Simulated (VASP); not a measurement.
# PbSe (Clausthalite) (Fm-3m) in VASP: a series of runs, part 2 of 2

VASP 6.6.1. The steps go on from the part before.

### Step 4. Relaxation of cell and atoms, revPBE+D3(BJ)

This run uses another cell than the first one, of 28.67 Å³/atom, 0.994 times its volume.

INCAR reads:

```
SYSTEM = PbSe
ALGO = Normal ; EDIFF = 1E-6
EDIFFG = -0.005 ; ENCUT = 600
GGA = RE ; IBRION = 2
ISIF = 3 ; ISMEAR = -1
IVDW = 12 ; LASPH = .TRUE.
LCHARG = .FALSE. ; LREAL = .FALSE.
LWAVE = .FALSE. ; NELM = 60
NSW = 80 ; PREC = Accurate
SIGMA = 0.05
```

KPOINTS reads:

```
k-points
0
G
  8 8 8
  0 0 0
```

POSCAR reads:

```
PbSe
1.0
    0.0000000000      3.0606500000      3.0606500000
    3.0606500000      0.0000000000      3.0606500000
    3.0606500000      3.0606500000      0.0000000000
Pb Se
1 1
Direct
    0.0000000000      0.0000000000      0.0000000000
    0.5000000000      0.5000000000      0.5000000000
```

Potentials or basis: VASP PAW PBE potentials, release 64 (Pb_d, Se).

Run with:

```bash
> cat potpaw_PBE.64/Pb_d/POTCAR potpaw_PBE.64/Se/POTCAR > POTCAR
> mpirun -np 1 vasp_std > vasp.out
```

OUTCAR:

```text
SYSTEM = PbSe
   EDIFF = 1E-6
   EDIFFG = -0.005
   ENCUT = 600
   GGA = RE
   IBRION = 2
   ISIF = 3
   ISMEAR = -1
   IVDW = 12
   LASPH = .TRUE.
   LREAL = .FALSE.
   NELM = 60
   NSW = 80
   PREC = Accurate
 IVDW          = 12

 ion  position               nearest neighbor table
   1  0.000  0.000  0.000-   2 3.06   2 3.06   2 3.06   2 3.06   2 3.06   2 3.06
   2  0.500  0.500  0.500-   1 3.06   1 3.06   1 3.06   1 3.06   1 3.06   1 3.06

  LATTYP: Found a face centered cubic cell.
 ALAT       =     6.1213000000

  Lattice vectors:

 A1 = (   0.0000000000,   3.0606500000,   3.0606500000)
 A2 = (   3.0606500000,   0.0000000000,   3.0606500000)
 A3 = (   3.0606500000,   3.0606500000,   0.0000000000)

Analysis of symmetry for initial positions (statically):
=====================================================================
 Subroutine PRICEL returns:
 Original cell was already a primitive cell.

 Routine SETGRP: Setting up the symmetry group for a
 face centered cubic supercell.

 Subroutine GETGRP returns: Found 48 space group operations
 (whereof 48 operations were pure point group operations)
 out of a pool of 48 trial point group operations.

The static configuration has the point symmetry O_h .

Analysis of symmetry for dynamics (positions and initial velocities):
=====================================================================
 Subroutine PRICEL returns:
 Original cell was already a primitive cell.

 Routine SETGRP: Setting up the symmetry group for a
 face centered cubic supercell.

 Subroutine GETGRP returns: Found 48 space group operations
 (whereof 48 operations were pure point group operations)
 out of a pool of 48 trial point group operations.

The dynamic configuration has the point symmetry O_h .

 Subroutine INISYM returns: Found 48 space group operations
 (whereof 48 operations are pure point group operations),
 and found     1 'primitive' translations

----------------------------------------------------------------------------------------

                                     Primitive cell

  volume of cell :      57.3418

  direct lattice vectors                    reciprocal lattice vectors
     0.000000000  3.060650000  3.060650000    -0.163363991  0.163363991  0.163363991
     3.060650000  0.000000000  3.060650000     0.163363991 -0.163363991  0.163363991
     3.060650000  3.060650000  0.000000000     0.163363991  0.163363991 -0.163363991

  length of vectors
     4.328412740  4.328412740  4.328412740     0.282954733  0.282954733  0.282954733

  position of ions in fractional coordinates (direct lattice)
     0.000000000  0.000000000  0.000000000
     0.500000000  0.500000000  0.500000000

  ion indices of the primitive-cell ions
   primitive index   ion index
                 1           1
                 2           2

----------------------------------------------------------------------------------------

 KPOINTS: k-points

Automatic generation of k-mesh.
 Grid dimensions read from file:
 generate k-points for:    8    8    8

 Generating k-lattice:

  Cartesian coordinates                     Fractional coordinates (reciprocal lattice)
    -0.020420499  0.020420499  0.020420499     0.125000000  0.000000000  0.000000000
     0.020420499 -0.020420499  0.020420499     0.000000000  0.125000000  0.000000000
     0.020420499  0.020420499 -0.020420499     0.000000000  0.000000000  0.125000000

  Length of vectors
     0.035369342  0.035369342  0.035369342

  Shift w.r.t. Gamma in fractional coordinates (k-lattice)
     0.000000000  0.000000000  0.000000000

 Subroutine IBZKPT returns following result:
 ===========================================

 Found     29 irreducible k-points:

 Following reciprocal coordinates:
            Coordinates               Weight
  0.000000  0.000000  0.000000      1.000000
  0.125000  0.000000  0.000000      8.000000
  0.250000  0.000000  0.000000      8.000000
  0.375000  0.000000  0.000000      8.000000
  0.500000  0.000000  0.000000      4.000000
  0.125000  0.125000  0.000000      6.000000
[... 16 lines left out ...]
  0.500000  0.250000  0.125000     48.000000
 -0.375000  0.250000  0.125000     24.000000
 [... further k-points ...]
   k-points           NKPTS =     29   k-points in BZ     NKDIM =     29   number of bands    NBANDS=     14
   number of dos      NEDOS =    301   number of ions     NIONS =      2
   total plane-waves  NPLWV =  46656
   dimension x,y,z NGX =    36 NGY =   36 NGZ =   36
   dimension x,y,z NGXF=    72 NGYF=   72 NGZF=   72
   ions per type =               1   1
   NGX,Y,Z   is equivalent  to a cutoff of  13.83, 13.83, 13.83 a.u.
   NGXF,Y,Z  is equivalent  to a cutoff of  27.65, 27.65, 27.65 a.u.
 SYSTEM =  PbSe
   PREC   = accura    normal or accurate (medium, high low for compatibility)
   ISTART =      0    job   : 0-new  1-cont  2-samecut
   ICHARG =      2    charge: 1-file 2-atom 10-const
   ISPIN  =      1    spin polarized calculation?
   LNONCOLLINEAR =      F non collinear calculations
   LSORBIT =      F    spin-orbit coupling
   LASPH  =      T    aspherical Exc in radial PAW
   ENCUT  =  600.0 eV  44.10 Ry    6.64 a.u.   8.64  8.64  8.64*2*pi/ulx,y,z
   NELM   =     60;   NELMIN=  2; NELMDL= -5     # of ELM steps
   EDIFF  = 0.1E-05   stopping-criterion for ELM
   LREAL  =      F    real-space projection
   EDIFFG = -.5E-02   stopping-criterion for IOM
   NSW    =     80    number of steps for IOM
   IBRION =      2    ionic relax: 0-MD 1-quasi-New 2-CG
   NFREE  =      1    steps in history (QN), initial steepest desc. (CG)
   ISIF   =      3    stress and relaxation
   ISYM   =      2    0-nonsym 1-usesym 2-fastsym
   POTIM  = 0.5000    time-step for ionic-motion
   TEBEG  =    0.0;   TEEND  =   0.0 temperature during run
   PSTRESS=    0.0 pullay stress
   NELECT =      20.0000    total number of electrons
   NUPDOWN=      -1.0000    fix difference up-down
   EMIN   =  10.00;   EMAX   =-10.00  energy-range for DOS
   EFERMI =   0.00;   METHOD = LEGACY
   ISMEAR =    -1;   SIGMA  =   0.05  broadening in eV -4-tet -1-fermi 0-gaus
   EFERMI_NEDOS =   21; number of points for ismear=-14 and -15
   IALGO  =     38    algorithm
   IMIX   =      4    mixing-type and parameters
     AMIX     =   0.40;   BMIX     =  1.00
     AMIX_MAG =   1.60;   BMIX_MAG =  1.00
  volume/ion in A,a.u.               =      28.67       193.48
  Fermi-wavevector in a.u.,A,eV,Ry     =   1.152377  2.177676 18.068159  1.327972
  Thomas-Fermi vector in A             =   2.289028
   LORBIT       =      0    0 simple, 1 ext, 2 COOP (PROOUT), +10 PAW based schemes
   GGA     = RE    functional components
   LHFCALC =     F    Hartree Fock is set to
   AEXX    =    0.0000 exact exchange contribution
   IVDW    =    12    specifies the selected vdW correction
   LEPSILON=     F    determine dielectric tensor
   LRPA    =     F    only Hartree local field effects (RPA)
 conjugate gradient relaxation of ions
 non-spin polarized calculation
  energy-cutoff  :      600.00
  volume of cell :       57.34
 maximum number of plane-waves:      1930
   NGX = 17   NGY = 17   NGZ = 17

--------------------------------------- Ionic step        1  -------------------------------------------

 number of electron      20.0000001 magnetization

 Free energy of the ion-electron system (eV)
  ---------------------------------------------------
  ext. energy  EPLUGINS =         0.00000000
  ---------------------------------------------------
  free energy    TOTEN  =        -7.55956850 eV

  energy without entropy =       -7.55936551  energy(sigma->0) =       -7.55946701

------------------------ aborting loop because EDIFF is reached ----------------------------------------

 Edisp (eV)   -1.36914

 E8    (eV) :    -0.9836
[... 71 lines left out ...]
--------------------------------------- Ionic step        3  -------------------------------------------

 number of electron      20.0000000 magnetization

 Free energy of the ion-electron system (eV)
  ---------------------------------------------------
  ext. energy  EPLUGINS =         0.00000000
  ---------------------------------------------------
  free energy    TOTEN  =        -7.55330815 eV

  energy without entropy =       -7.55307988  energy(sigma->0) =       -7.55319402

 E-fermi :   5.3903     XC(G=0):  -9.4442

 val. band max:        5.2217985223   @ k =   0.5000   0.0000   0.0000
 cond. band min:       5.5587551557   @ k =   0.5000   0.0000   0.0000
 fundamental gap:      0.3369566334
 Fermi energy:         5.3902974228

 k-point     1 :       0.0000    0.0000    0.0000
  band No.  band energies     occupation
      1     -11.6828      2.00000
      2     -11.6828      2.00000
      3     -11.6828      2.00000
      4     -11.6759      2.00000
      5     -11.6759      2.00000
      6      -8.4007      2.00000
      7      -1.0482      2.00000
      8       3.3082      2.00000
      9       3.3082      2.00000
     10       3.3082      2.00000
     11       9.9727      0.00000
     12       9.9727      0.00000
     13       9.9727      0.00000
     14      11.7461      0.00000
[... 377 lines left out ...]
      1     -11.7333      2.00000
      2     -11.6890      2.00000
      3     -11.6716      2.00000
      4     -11.6618      2.00000
      5     -11.6467      2.00000
      6      -7.1290      2.00000
      7      -3.2639      2.00000
      8       1.9479      2.00000
      9       2.3269      2.00000
     10       4.3789      2.00000
     11       6.6454      0.00000
     12       8.6738      0.00000
     13       9.3512      0.00000
     14      12.8824      0.00000

 [... further k-points ...]

------------------------ aborting loop because EDIFF is reached ----------------------------------------

 Edisp (eV)   -1.37559

 E8    (eV) :    -0.9882
[... 25 lines left out ...]
  FREE ENERGIE OF THE ION-ELECTRON SYSTEM (eV)
  ---------------------------------------------------
  free  energy   TOTEN  =        -8.9288985009 eV

  energy  without entropy=       -8.9286702292  energy(sigma->0) =       -8.92878437

 reached required accuracy - stopping structural energy minimisation
```

Run time: 21 s. Hardware: 1 thread of Intel Xeon 6975P-C (Granite Rapids), shared host; peak memory 0.22 GiB.

Results:

```yaml
Free_energy: -8.9289 eV
Relaxed_volume: 28.54 Å³/atom
Relaxed_cell: a = 4.322 Å, b = 4.322 Å, c = 4.322 Å, α = 60.00°, β = 60.00°, γ = 60.00°
Space_group_after_relaxing_to_0.05_Å: Fm-3m (No. 225)
Energy_gained_by_relaxing: 0.1 meV/atom
Ionic_steps: 3
Pressure_after_relaxing: 0.0 GPa
Band_gap_on_the_k_mesh: 0.34 eV, direct
Dispersion_energy_per_atom: -0.688 eV
```

The path:
```
step  energy change (eV)  largest force (eV/Å)  pressure (GPa)  volume (Å³)
   1              0.0000                0.0000           -0.24        57.34
   2             -0.0002                0.0000            0.08        56.99
   3             -0.0002                0.0000            0.00        57.08
```

Final structure:
```
CELL_PARAMETERS angstrom
0.00000 3.05603 3.05603
3.05603 0.00000 3.05603
3.05603 3.05603 0.00000
ATOMIC_POSITIONS crystal
Pb 0.00000 0.00000 0.00000
Se 0.50000 0.50000 0.50000
```

Levels at points of the mesh, in eV from the valence-band top:
| k point | band 8 | band 9 | band 10 | band 11 | band 12 | band 13 |
| --- | --- | --- | --- | --- | --- | --- |
| (0.00, 0.00, 0.00) | -1.91 | -1.91 | -1.91 | 4.75 | 4.75 | 4.75 |
| (0.50, 0.00, 0.00) | -1.50 | -1.50 | 0.00 | 0.34 | 1.71 | 1.71 |
| (0.50, 0.50, 0.00) | -5.01 | -3.27 | -3.27 | 3.73 | 5.66 | 5.66 |

Caveat: the PAW data sets were made with another functional, which shifts forces and pressure a little; spin-orbit coupling is left out, which moves the levels of the heavy elements.

### Step 5. Summary

| task | level | cell | cutoff (eV) | gap on the mesh (eV) | pressure (GPa) |
| --- | --- | --- | --- | --- | --- |
| single point | RPBE+D4 | a = 4.336 Å, angles 60.0°, 2 atoms | 520 | 0.40 | 0.0 |
| single point | revPBE | a = 4.436 Å, angles 60.0°, 2 atoms | 520 | 0.58 | 0.0 |
| relaxation of cell and atoms | revPBE+D3(BJ) | relaxed from a = 4.328 Å, angles 60.0°, 2 atoms | 600 | 0.34 | 0.0 |

Alike in all rows: potentials or basis VASP PAW PBE potentials, release 64 (Pb_d, Se); no spin polarisation; k mesh 8 × 8 × 8; smearing fermi-dirac 0.05 eV.

Caveats: the PAW data sets were made with another functional, which shifts forces and pressure a little; spin-orbit coupling is left out, which moves the levels of the heavy elements.

Absolute energies hang on the potentials; compare differences alone.

### Step 6. How close it comes

Step 2. A measured gap of PbSe is 0.15 eV (direct; 4.2 K; a printed reference work, monograph); the calculated 0.40 eV misses it by +0.25 eV. 2 values of this kind are on record (0.15 to 0.28 eV); this one was drawn at random. Spin-orbit coupling on Pb, Se is left out. The value is that of RPBE+D4 on a finite k mesh, which can miss the band edges, without temperature or zero-point motion.

Step 3. A measured gap of PbSe is 0.15 eV (direct; 4.2 K; a printed reference work, monograph); the calculated 0.58 eV misses it by +0.43 eV. 2 values of this kind are on record (0.15 to 0.28 eV); this one was drawn at random. Spin-orbit coupling on Pb, Se is left out. The value is that of revPBE on a finite k mesh, which can miss the band edges, without temperature or zero-point motion.

Step 4. The cell as given is a measured one (28.67 Å³/atom); revPBE+D3(BJ) puts the equilibrium volume -0.5 % from it, thermal expansion not counted.
